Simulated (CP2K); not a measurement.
Set up this calculation in CP2K 2026.2, as the native input.

```
Task                                   : band structure
Functional                             : LDA
Potentials or basis                    : POTENTIAL_UZH Pb GTH-PBE-q4, S GTH-PBE-q6; TZVP-MOLOPT-PBE-GTH basis
Density cutoff                         : 9184 eV
k mesh                                 : 8 × 8 × 8
Occupations                            : fermi-dirac, width 0.05 eV
Spin                                   : no spin polarisation
SCF solver                             : diagonalisation with k points
Quickstep method                       : GPW
EPS_DEFAULT                            : 1.0E-10
EPS_SCF                                : 1.0E-6
MAX_SCF                                : 100
SCF_GUESS                              : ATOMIC
k points reduced by the point group    : yes
Mesh centred on Gamma                  : yes
CHOLESKY                               : OFF
EPS_EIGVAL                             : 1.0E-7
MIXING METHOD                          : BROYDEN_MIXING
MIXING ALPHA                           : 0.4
NBUFFER                                : 8
NGRIDS                                 : 4
Basis sets                             : Pb TZVP-MOLOPT-PBE-GTH-q4, S TZVP-MOLOPT-PBE-GTH-q6
Potentials                             : Pb GTH-PBE-q4 of POTENTIAL_UZH, S GTH-PBE-q6 of POTENTIAL_UZH
ADDED_MOS                              : [10]
Points a segment of the path (NPOINTS) : 8
Bands added on the path                : 6
REL_CUTOFF (Ry)                        : 60 Ry
MIXING BETA (1/bohr)                   : 1.5 1/bohr
CUTOFF of the grids                    : 675 Ry
```

Crystal: PbS (Galena).

```
CELL_PARAMETERS angstrom
4.19420 0.00000 0.00000
2.09710 3.63229 0.00000
2.09710 1.21076 3.42455
ATOMIC_POSITIONS crystal
Pb 0.00000 0.00000 0.00000
S 0.50000 0.50000 0.50000
```

These files were run (other wordings do the same):

pbs_bands.inp

```
&GLOBAL
  PROJECT pbs_bands
  RUN_TYPE ENERGY_FORCE
  PRINT_LEVEL LOW
&END GLOBAL
&FORCE_EVAL
  METHOD QS
  STRESS_TENSOR ANALYTICAL
  &DFT
    BASIS_SET_FILE_NAME BASIS_MOLOPT_UZH
    POTENTIAL_FILE_NAME POTENTIAL_UZH
    &MGRID
      CUTOFF 675
      REL_CUTOFF 60
      NGRIDS 4
    &END MGRID
    &QS
      METHOD GPW
      EPS_DEFAULT 1.0E-10
    &END QS
    &KPOINTS
      SCHEME MONKHORST-PACK 8 8 8
      GAMMA_CENTERED T
      SYMMETRY T
      SYMMETRY_BACKEND SPGLIB
    &END KPOINTS
    &SCF
      SCF_GUESS ATOMIC
      EPS_SCF 1.0E-6
      MAX_SCF 100
      ADDED_MOS 10
      CHOLESKY OFF
      EPS_EIGVAL 1.0E-7
      &DIAGONALIZATION ON
        ALGORITHM STANDARD
      &END DIAGONALIZATION
      &MIXING ON
        METHOD BROYDEN_MIXING
        ALPHA 0.4
        BETA 1.5
        NBUFFER 8
      &END MIXING
      &SMEAR ON
        METHOD FERMI_DIRAC
        ELECTRONIC_TEMPERATURE [K] 580.226
      &END SMEAR
    &END SCF
    &XC
      &XC_FUNCTIONAL
        &LDA_X
        &END LDA_X
        &LDA_C_PW
        &END LDA_C_PW
      &END XC_FUNCTIONAL
    &END XC
    &PRINT
      &KPOINTS ON
      &END KPOINTS
      &MULLIKEN ON
      &END MULLIKEN
      &MO ON
        ENERGIES T
        OCCUPATION_NUMBERS T
        &EACH
          QS_SCF 0
        &END EACH
        ADD_LAST NUMERIC
      &END MO
      &BAND_STRUCTURE
        FILE_NAME bands.bs
        ADDED_MOS 6
        &KPOINT_SET
          UNITS B_VECTOR
          NPOINTS 8
          SPECIAL_POINT GAMMA 0.00000000 0.00000000 0.00000000
          SPECIAL_POINT X 0.50000000 0.00000000 0.50000000
          SPECIAL_POINT W 0.50000000 0.25000000 0.75000000
          SPECIAL_POINT K 0.37500000 0.37500000 0.75000000
          SPECIAL_POINT GAMMA 0.00000000 0.00000000 0.00000000
          SPECIAL_POINT L 0.50000000 0.50000000 0.50000000
          SPECIAL_POINT U 0.62500000 0.25000000 0.62500000
          SPECIAL_POINT W 0.50000000 0.25000000 0.75000000
          SPECIAL_POINT L 0.50000000 0.50000000 0.50000000
          SPECIAL_POINT K 0.37500000 0.37500000 0.75000000
        &END KPOINT_SET
        &KPOINT_SET
          UNITS B_VECTOR
          NPOINTS 8
          SPECIAL_POINT U 0.62500000 0.25000000 0.62500000
          SPECIAL_POINT X 0.50000000 0.00000000 0.50000000
        &END KPOINT_SET
      &END BAND_STRUCTURE
    &END PRINT
  &END DFT
  &SUBSYS
    &CELL
      A 4.1942038726 0.0000000000 0.0000000000
      B 2.0971019363 3.6322871023 0.0000000000
      C 2.0971019363 1.2107623674 3.4245531217
      PERIODIC XYZ
    &END CELL
    &COORD
      SCALED
      Pb  0.0000000000 0.0000000000 0.0000000000
      S   0.5000000000 0.5000000000 0.5000000000
    &END COORD
    &KIND Pb
      BASIS_SET TZVP-MOLOPT-PBE-GTH-q4
      POTENTIAL GTH-PBE-q4
    &END KIND
    &KIND S
      BASIS_SET TZVP-MOLOPT-PBE-GTH-q6
      POTENTIAL GTH-PBE-q6
    &END KIND
    &PRINT
      &ATOMIC_COORDINATES ON
      &END ATOMIC_COORDINATES
      &CELL ON
      &END CELL
    &END PRINT
  &END SUBSYS
  &PRINT
    &FORCES ON
    &END FORCES
    &STRESS_TENSOR ON
    &END STRESS_TENSOR
  &END PRINT
&END FORCE_EVAL
```

Potentials or basis: POTENTIAL_UZH Pb GTH-PBE-q4, S GTH-PBE-q6; TZVP-MOLOPT-PBE-GTH basis.

Launch:

```console
$ OMP_NUM_THREADS=1 cp2k.psmp -i pbs_bands.inp -o pbs_bands.out
```

It gave:

- Pressure: 1.3 GPa
- Band gap on the k mesh: 0.09 eV, direct
- Band gap along the path: 0.09 eV, direct
- Mulliken charges: Pb +0.80; S -0.80 e

Caveat: Mulliken charges move with the basis; the potentials were made for another functional, which shifts forces and pressure; spin-orbit coupling is left out, which as a rule narrows the gap of such compounds by several tenths of an eV; the basis of atomic orbitals isn't converged, which shifts pressures, moduli and gaps.

It took 13 s on 1 thread of Arm Neoverse V2, with other jobs on the host, peak memory 0.38 GiB.
